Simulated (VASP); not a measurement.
# SnS in VASP: single point with PBEsol

Aim: the single point of SnS with PBEsol.

Program: VASP 6.6.1. These are calculated values, not measurements. Logs are shortened: lines on timing, memory, paths and dates and some standing lists are left out, and cuts for length are marked.

## Step 1: The slab as given

The cell holds a slab with vacuum, 28 atoms: a = 3.986 Å, b = 11.881 Å, c = 29.853 Å, α = 90.00°, β = 90.00°, γ = 90.00°.

## Step 2: Single point, PBEsol

The input, INCAR:

```
SYSTEM = SnS
PREC     = Accurate       ! precision mode
ENCUT    = 520            ! plane-wave cutoff, eV
EDIFF    = 1E-6           ! SCF threshold, eV
ISMEAR   = 0              ! smearing method
SIGMA    = 0.03           ! smearing width, eV
LREAL    = Auto         
LASPH    = .True.         ! aspherical terms in the spheres
NELM     = 80             ! most SCF steps
ALGO     = Fast           ! electronic algorithm
ISIF     = 2              ! what is computed and relaxed
LWAVE    = .False.        ! write WAVECAR
LCHARG   = .False.        ! write CHGCAR
LDIPOL   = .True.       
IDIPOL   = 3            
DIPOL    = 0.5 0.5 0.500
GGA      = PS             ! functional
NBANDS   = 160            ! bands
LVHAR    = .True.       
LVACPOTAV= .True.       
ICORELEVEL= 1            
LUSENCCL = .False.
```

The input, KPOINTS:

```
Automatic mesh
0
Gamma
  7 3 1
  0 0 0
```

The input, POSCAR:

```
SnS
1.0
    3.9856080000      0.0000000000      0.0000000000
    0.0000000000     11.8807121300      0.0000000000
    0.0000000000      0.0000000000     29.8532858400
S Sn
14 14
Direct
    0.2500000000      0.5680165300      0.2512286300
    0.7500000000      0.6849690500      0.3447729500
    0.7500000000      0.1784725800      0.3515589300
    0.2500000000      0.4412610800      0.3836327700
    0.2500000000      0.9347646100      0.3904187500
    0.7500000000      0.5582136000      0.4771771000
    0.7500000000      0.0517171300      0.4839630800
    0.2500000000      0.3145056400      0.5160369200
    0.2500000000      0.8080091700      0.5228229000
    0.7500000000      0.4314581500      0.6095812500
    0.7500000000      0.9249616800      0.6163672300
    0.2500000000      0.1877501900      0.6484410700
    0.2500000000      0.6812537200      0.6552270500
    0.7500000000      0.7982062400      0.7487713700
    0.2500000000      0.2558091400      0.3002650300
    0.7500000000      0.4906799600      0.3025225200
    0.7500000000      0.9627960500      0.3316490500
    0.2500000000      0.6569376100      0.4035426500
    0.2500000000      0.1290537000      0.4326691800
    0.7500000000      0.3639245200      0.4349266700
    0.7500000000      0.8360406000      0.4640532000
    0.2500000000      0.5301821700      0.5359468000
    0.2500000000      0.0022982500      0.5650733300
    0.7500000000      0.2371690700      0.5673308200
    0.7500000000      0.7092851500      0.5964573500
    0.2500000000      0.4034267200      0.6683509500
    0.2500000000      0.8755428000      0.6974774800
    0.7500000000      0.1104136200      0.6997349700
```

Potentials or basis: VASP PAW PBE potentials, release 64 (S, Sn_d).

Run with:

```
$ cat potpaw_PBE.64/S/POTCAR potpaw_PBE.64/Sn_d/POTCAR > POTCAR
$ mpirun -np 1 vasp_std > vasp.out
```

OUTCAR:

```text
SYSTEM = SnS
   PREC = Accurate
   ENCUT = 520
   EDIFF = 1E-6
   ISMEAR = 0
   LREAL = Auto
   LASPH = .True.
   NELM = 80
   ISIF = 2
   GGA = PS

 ion  position               nearest neighbor table
   1  0.250  0.568  0.251-  16 2.68  16 2.68
   2  0.750  0.685  0.345-  16 2.63  18 2.68  18 2.68
   3  0.750  0.178  0.352-  17 2.63  15 2.68  15 2.68  19 3.19  19 3.19
   4  0.250  0.441  0.384-  18 2.63  20 2.68  20 2.68  16 3.19  16 3.19
   5  0.250  0.935  0.390-  19 2.63  17 2.68  17 2.68  21 3.19  21 3.19
   6  0.750  0.558  0.477-  20 2.63  22 2.68  22 2.68  18 3.19  18 3.19
   7  0.750  0.052  0.484-  21 2.63  19 2.68  19 2.68  23 3.19  23 3.19
   8  0.250  0.315  0.516-  22 2.63  24 2.68  24 2.68  20 3.19  20 3.19
   9  0.250  0.808  0.523-  23 2.63  21 2.68  21 2.68  25 3.19  25 3.19
  10  0.750  0.431  0.610-  24 2.63  26 2.68  26 2.68  22 3.19  22 3.19
  11  0.750  0.925  0.616-  25 2.63  23 2.68  23 2.68  27 3.19  27 3.19
  12  0.250  0.188  0.648-  26 2.63  28 2.68  28 2.68  24 3.19  24 3.19
  13  0.250  0.681  0.655-  27 2.63  25 2.68  25 2.68
  14  0.750  0.798  0.749-  27 2.68  27 2.68
  15  0.250  0.256  0.300-   3 2.68   3 2.68  16 3.43  16 3.43
  16  0.750  0.491  0.303-   2 2.63   1 2.68   1 2.68   4 3.19   4 3.19  15 3.43  15 3.43
  17  0.750  0.963  0.332-   3 2.63   5 2.68   5 2.68
  18  0.250  0.657  0.404-   4 2.63   2 2.68   2 2.68   6 3.19   6 3.19  21 3.43  21 3.43
  19  0.250  0.129  0.433-   5 2.63   7 2.68   7 2.68   3 3.19   3 3.19  20 3.43  20 3.43
  20  0.750  0.364  0.435-   6 2.63   4 2.68   4 2.68   8 3.19   8 3.19  19 3.43  19 3.43
  21  0.750  0.836  0.464-   7 2.63   9 2.68   9 2.68   5 3.19   5 3.19  18 3.43  18 3.43
  22  0.250  0.530  0.536-   8 2.63   6 2.68   6 2.68  10 3.19  10 3.19  25 3.43  25 3.43
  23  0.250  0.002  0.565-   9 2.63  11 2.68  11 2.68   7 3.19   7 3.19  24 3.43  24 3.43
  24  0.750  0.237  0.567-  10 2.63   8 2.68   8 2.68  12 3.19  12 3.19  23 3.43  23 3.43
  25  0.750  0.709  0.596-  11 2.63  13 2.68  13 2.68   9 3.19   9 3.19  22 3.43  22 3.43
  26  0.250  0.403  0.668-  12 2.63  10 2.68  10 2.68
  27  0.250  0.876  0.697-  13 2.63  14 2.68  14 2.68  11 3.19  11 3.19  28 3.43  28 3.43
  28  0.750  0.110  0.700-  12 2.68  12 2.68  27 3.43  27 3.43

  LATTYP: Found a simple orthorhombic cell.
 ALAT       =     3.9856080000
 B/A-ratio  =     2.9809033227
 C/A-ratio  =     7.4902714567

  Lattice vectors:

 A1 = (   3.9856080000,   0.0000000000,   0.0000000000)
 A2 = (   0.0000000000,  11.8807121300,   0.0000000000)
 A3 = (   0.0000000000,   0.0000000000,  29.8532858400)

Analysis of symmetry for initial positions (statically):
=====================================================================
 Subroutine PRICEL returns:
 Original cell was already a primitive cell.

 Routine SETGRP: Setting up the symmetry group for a
 simple orthorhombic supercell.

 Subroutine GETGRP returns: Found  4 space group operations
 (whereof  1 operations were pure point group operations)
 out of a pool of  8 trial point group operations.

The static configuration has the point symmetry C_1 .
 The point group associated with its full space group is C_2h.

Analysis of symmetry for dynamics (positions and initial velocities):
=====================================================================
 Subroutine PRICEL returns:
 Original cell was already a primitive cell.

 Routine SETGRP: Setting up the symmetry group for a
 simple orthorhombic supercell.

 Subroutine GETGRP returns: Found  4 space group operations
 (whereof  1 operations were pure point group operations)
 out of a pool of  8 trial point group operations.

The dynamic configuration has the point symmetry C_1 .
 The point group associated with its full space group is C_2h.

 Subroutine INISYM returns: Found  4 space group operations
 (whereof  1 operations are pure point group operations),
 and found     1 'primitive' translations

----------------------------------------------------------------------------------------

                                     Primitive cell

  volume of cell :    1413.6087

  direct lattice vectors                    reciprocal lattice vectors
     3.985608000  0.000000000  0.000000000     0.250902748  0.000000000  0.000000000
     0.000000000 11.880712130  0.000000000     0.000000000  0.084170039  0.000000000
     0.000000000  0.000000000 29.853285840     0.000000000  0.000000000  0.033497150

  length of vectors
     3.985608000 11.880712130 29.853285840     0.250902748  0.084170039  0.033497150

[... 114 lines left out ...]
   NELM   =     80;   NELMIN=  2; NELMDL= -5     # of ELM steps
   EDIFF  = 0.1E-05   stopping-criterion for ELM
   LREAL  =      T    real-space projection
   EDIFFG = 0.1E-04   stopping-criterion for IOM
   NSW    =      0    number of steps for IOM
   IBRION =     -1    ionic relax: 0-MD 1-quasi-New 2-CG
   NFREE  =      0    steps in history (QN), initial steepest desc. (CG)
   ISIF   =      2    stress and relaxation
   ISYM   =      2    0-nonsym 1-usesym 2-fastsym
   POTIM  = 0.5000    time-step for ionic-motion
   TEBEG  =    0.0;   TEEND  =   0.0 temperature during run
   PSTRESS=    0.0 pullay stress
   NELECT =     280.0000    total number of electrons
   NUPDOWN=      -1.0000    fix difference up-down
   EMIN   =  10.00;   EMAX   =-10.00  energy-range for DOS
   EFERMI =   0.00;   METHOD = LEGACY
   ISMEAR =     0;   SIGMA  =   0.03  broadening in eV -4-tet -1-fermi 0-gaus
   EFERMI_NEDOS =   21; number of points for ismear=-14 and -15
   IALGO  =     68    algorithm
   IMIX   =      4    mixing-type and parameters
     AMIX     =   0.40;   BMIX     =  1.00
     AMIX_MAG =   1.60;   BMIX_MAG =  1.00
  volume/ion in A,a.u.               =      50.49       340.70
  Fermi-wavevector in a.u.,A,eV,Ry     =   0.954299  1.803364 12.390642  0.910686
  Thomas-Fermi vector in A             =   2.083033
   LORBIT       =      0    0 simple, 1 ext, 2 COOP (PROOUT), +10 PAW based schemes
   GGA     = PS    functional components
   LHFCALC =     F    Hartree Fock is set to
   AEXX    =    0.0000 exact exchange contribution
   IVDW    =     0    specifies the selected vdW correction
   LEPSILON=     F    determine dielectric tensor
   LRPA    =     F    only Hartree local field effects (RPA)
 non-spin polarized calculation
 RMM-DIIS sequential band-by-band and
 Gauss-broadening in eV      SIGMA  =   0.03
  energy-cutoff  :      520.00
  volume of cell :     1413.61
 maximum number of plane-waves:     38165
 NGX is ok and might be reduce to    30
   NGX = 15   NGY = 45   NGZ =111

 number of electron     280.0000023 magnetization

 dipolmoment           0.000000      0.000000     -0.000001 electrons x Angstroem

 Free energy of the ion-electron system (eV)
  ---------------------------------------------------
  ext. energy  EPLUGINS =         0.00000000
  ---------------------------------------------------
  free energy    TOTEN  =      -129.85962603 eV

  energy without entropy =     -129.85716008  energy(sigma->0) =     -129.85839305

 the core state eigenenergies are
   1-  1s  -2398.1473  2s   -204.0818  2p   -148.8681
   2-  1s  -2399.0088  2s   -205.0244  2p   -149.8031
   3-  1s  -2399.7707  2s   -205.8168  2p   -150.5926
   4-  1s  -2399.4982  2s   -205.5369  2p   -150.3134
   5-  1s  -2399.7485  2s   -205.7817  2p   -150.5586
   6-  1s  -2399.4222  2s   -205.4660  2p   -150.2419
   7-  1s  -2399.5082  2s   -205.5562  2p   -150.3317
   8-  1s  -2399.5082  2s   -205.5562  2p   -150.3317
   9-  1s  -2399.4222  2s   -205.4660  2p   -150.2419
  10-  1s  -2399.7485  2s   -205.7817  2p   -150.5586
  11-  1s  -2399.4982  2s   -205.5369  2p   -150.3134
  12-  1s  -2399.7707  2s   -205.8168  2p   -150.5926
  13-  1s  -2399.0088  2s   -205.0244  2p   -149.8031
  14-  1s  -2398.1473  2s   -204.0818  2p   -148.8681
  15-  1s -29003.3455  2s  -4374.7979  2p  -3926.4255  3s   -840.9731  3p   -694.5214
       3d   -469.2388  4s   -129.8002  4p    -85.5698
  16-  1s -29002.1731  2s  -4373.6228  2p  -3925.2490  3s   -839.8101  3p   -693.3582
[... 11 lines left out ...]
  22-  1s -29002.6114  2s  -4374.0742  2p  -3925.7000  3s   -840.2701  3p   -693.8183
       3d   -468.5337  4s   -129.1330  4p    -84.9071
  23-  1s -29002.6245  2s  -4374.0877  2p  -3925.7134  3s   -840.2835  3p   -693.8316
       3d   -468.5471  4s   -129.1454  4p    -84.9193
  24-  1s -29002.7143  2s  -4374.1781  2p  -3925.8038  3s   -840.3744  3p   -693.9225
       3d   -468.6379  4s   -129.2381  4p    -85.0124
  25-  1s -29002.3645  2s  -4373.8270  2p  -3925.4527  3s   -840.0223  3p   -693.5704
       3d   -468.2859  4s   -128.8825  4p    -84.6561
  26-  1s -29002.9476  2s  -4374.4102  2p  -3926.0365  3s   -840.5949  3p   -694.1431
       3d   -468.8599  4s   -129.4385  4p    -85.2102
  27-  1s -29002.1731  2s  -4373.6228  2p  -3925.2490  3s   -839.8101  3p   -693.3582
       3d   -468.0743  4s   -128.6484  4p    -84.4177
  28-  1s -29003.3455  2s  -4374.7979  2p  -3926.4255  3s   -840.9731  3p   -694.5214
       3d   -469.2388  4s   -129.8002  4p    -85.5698

 E-fermi :   0.3989     XC(G=0):  -5.2858

 val. band max:        0.3770420953   @ k =   0.0000   0.3333   0.0000
 cond. band min:       0.4164130305   @ k =   0.4286   0.0000   0.0000
 fundamental gap:      0.0393709351
 Fermi energy:         0.3989086031

 k-point     1 :       0.0000    0.0000    0.0000
  band No.  band energies     occupation
      1     -21.7376      2.00000
      2     -21.7376      2.00000
      3     -21.7039      2.00000
      4     -21.7039      2.00000
      5     -21.7012      2.00000
      6     -21.7012      2.00000
[... 1229 lines left out ...]
    151       2.4941      0.00000
    152       2.7030      0.00000
 [bands above 152 left out]

------------------------ aborting loop because EDIFF is reached ----------------------------------------

  FORCE on cell =-STRESS in cart. coord.  units (eV):
  Direction    XX          YY          ZZ          XY          YZ          ZX
  --------------------------------------------------------------------------------------
  -------------------------------------------------------------------------------------
  Total      -15.1353041     -6.3807038     -6.3752473      0.0000000      1.0379925      0.0000000
  in kB      -17.1542818     -7.2318594     -7.2256750      0.0000000      1.1764558      0.0000000
  external PRESSURE =     -10.5372720 kB  Pullay stress =       0.0000000 kB

 VOLUME and BASIS-vectors are now :
 -----------------------------------------------------------------------------
  energy-cutoff  :      520.00
  volume of cell :     1413.61
      direct lattice vectors                 reciprocal lattice vectors
     3.985608000  0.000000000  0.000000000     0.250902748  0.000000000  0.000000000
     0.000000000 11.880712130  0.000000000     0.000000000  0.084170039  0.000000000
     0.000000000  0.000000000 29.853285840     0.000000000  0.000000000  0.033497150

 POSITION                                       TOTAL-FORCE (eV/Angst)
 -----------------------------------------------------------------------------------
      0.99640      6.74844      7.50000         0.000000     -1.045384      1.359188
      2.98921      8.13792     10.29261         0.000000     -0.219082      0.385130
      2.98921      2.12038     10.49519         0.000000      0.189102      0.030133
      0.99640      5.24250     11.45270         0.000000     -0.425913      0.001211
      0.99640     11.10567     11.65528         0.000000     -0.006603     -0.369277
      2.98921      6.63198     14.24530         0.000000     -0.086574      0.118933
[... 20 lines left out ...]
      0.99640     10.40207     20.82199         0.000000     -1.151236      1.681627
      2.98921      1.31179     20.88939         0.000000     -0.653609     -0.348056
 -----------------------------------------------------------------------------------
    total drift:                                0.000000      0.000213     -0.000085

  FREE ENERGIE OF THE ION-ELECTRON SYSTEM (eV)
  ---------------------------------------------------
  free  energy   TOTEN  =      -129.8596260286 eV

  energy  without entropy=     -129.8571600792  energy(sigma->0) =     -129.85839305

 vacuum level on the upper side and lower side of the slab         5.608         5.608
```

It took 13 min on 1 × NVIDIA H100 80GB with 1 thread of AMD EPYC 7R13 (Zen 3), shared host; peak memory 2.5 GiB.

What came out:

| Quantity | Value |
| --- | --- |
| Free energy | -129.8596 eV |
| Largest force | 2.038 eV/Å |
| Band gap on the k mesh | 0.04 eV, indirect (least direct gap 0.33 eV) |
| Ionisation potential of the upper face | 5.23 eV |

Forces on the atoms (eV/Å):
```
S    0.000 -1.045  1.359
S    0.000 -0.219  0.385
S    0.000  0.189  0.030
S    0.000 -0.426  0.001
S    0.000 -0.007 -0.369
S    0.000 -0.087  0.119
S    0.000  0.115 -0.046
S    0.000 -0.115  0.046
S    0.000  0.087 -0.119
S    0.000  0.007  0.369
S    0.000  0.426 -0.001
S    0.000 -0.189 -0.030
S    0.000  0.219 -0.385
S    0.000  1.045 -1.359
Sn   0.000  0.654  0.348
Sn   0.000  1.151 -1.682
Sn   0.000 -0.530  0.189
Sn   0.000  0.248 -0.502
Sn   0.000  0.122  0.217
Sn   0.000  0.099 -0.051
Sn   0.000 -0.174  0.112
Sn   0.000  0.174 -0.112
Sn   0.000 -0.099  0.051
Sn   0.000 -0.122 -0.217
Sn   0.000 -0.248  0.502
Sn   0.000  0.530 -0.189
Sn   0.000 -1.151  1.682
Sn   0.000 -0.654 -0.348
```

Core levels (eV, on the scale of the bands):
```
atom                            levels
 1 S  1s -2398.1, 2s -204.1, 2p -148.9
 2 S  1s -2399.0, 2s -205.0, 2p -149.8
 3 S  1s -2399.8, 2s -205.8, 2p -150.6
 4 S  1s -2399.5, 2s -205.5, 2p -150.3
 5 S  1s -2399.7, 2s -205.8, 2p -150.6
 6 S  1s -2399.4, 2s -205.5, 2p -150.2
```

Caveat: the PAW data sets were made with another functional, which shifts forces and pressure a little; spin-orbit coupling is left out, which moves the levels of the heavy elements.
